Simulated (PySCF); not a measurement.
Molecule: SMILES CCCCO, C₄H₁₀O.

Cartesian coordinates in Å; atom numbers follow the order of the lines, from 1:
```xyz
15

C    -2.191    0.089    0.369
C    -0.861    0.008   -0.364
C     0.338    0.007    0.571
C     1.666   -0.076   -0.150
O     2.695   -0.053    0.803
H    -2.321   -0.766    1.052
H    -3.041    0.089   -0.331
H    -2.257    1.006    0.975
H    -0.776    0.855   -1.069
H    -0.839   -0.903   -0.988
H     0.339    0.918    1.194
H     0.273   -0.842    1.273
H     1.748    0.772   -0.863
H     1.692   -1.004   -0.758
H     3.537   -0.100    0.342
```

Geometry PBE0-D3(BJ)/def2-SVP throughout; GIAO in PySCF 2.14, gas phase, one conformer, non-relativistic; equivalent atoms averaged; basis pcSseg-1.

Q: How do the shifts δ (against TMS, H2O at the same level) depend on the functional? (a selection of nuclei; ppm; last column core-seconds on shared hosts with different chips, so compare them loosely; the GGAs took longer than the global hybrids here, which isn't the general rule, and the cause wasn't traced)

A: 
```tsv
functional	kind	C4	C3	C2	C1	O5	H13/H14	H11/H12	H9/H10	H15	core-s
HF	Hartree–Fock	59.4	33.3	19.3	16.2	14.1	3.21	1.41	0.84	0.54	6.9
LDA	LDA	71.8	39.9	21.7	15.4	41.0	3.99	1.56	1.13	0.08	20
PBE	GGA	70.4	39.1	23.3	17.0	41.3	3.89	1.51	1.12	-0.06	27
BLYP	GGA	72.1	40.9	24.8	17.8	45.8	3.91	1.53	1.15	-0.01	26
BP86	GGA	70.2	38.8	23.1	17.1	37.9	3.88	1.51	1.11	-0.06	28
OPBE	GGA	66.6	35.9	22.6	16.9	36.8	3.76	1.48	1.09	-0.10	32
KT2	GGA	68.6	38.1	22.8	16.9	37.6	3.83	1.47	1.11	-0.04	28
KT3	GGA	67.8	37.7	23.9	17.6	40.4	3.76	1.46	1.12	-0.04	29
B97-D	GGA	69.3	38.5	23.8	17.7	38.5	3.85	1.52	1.13	0.04	31
B3LYP	global hybrid	69.1	38.9	23.2	17.2	36.8	3.70	1.50	1.06	0.10	16
PBE0	global hybrid	66.9	36.8	21.7	16.5	31.0	3.62	1.47	1.01	0.07	7.3
mPW1PW91	global hybrid	66.8	36.6	21.7	16.6	30.7	3.61	1.46	1.01	0.07	16
WP04	global hybrid	68.3	36.7	24.1	18.0	29.0	3.44	1.43	0.97	0.32	7.6
B97-2	global hybrid	66.5	36.5	22.1	17.0	30.9	3.62	1.46	1.02	0.08	7.6
BHandHLYP	global hybrid	65.3	36.6	21.5	16.6	27.4	3.47	1.46	0.96	0.28	7.6
CAM-B3LYP	range-separated hybrid	67.8	37.8	21.8	16.3	33.2	3.63	1.50	1.01	0.16	10
wB97X-D	range-separated hybrid	66.3	36.1	21.1	16.5	27.0	3.57	1.45	0.97	0.10	9.8
LC-wPBE	range-separated hybrid	64.8	34.4	19.4	15.4	23.9	3.50	1.45	0.92	0.09	15
```

Q: Which nucleus among those listed moves most, in ppm?

A: O5 (alcohol oxygen): from 14.1 ppm with HF to 45.8 ppm with BLYP. The smallest spread is 0.16 ppm, at H11/H12. Proton shifts span only some 12 ppm, so a few tenths of a ppm matter as much there as several ppm in carbon.
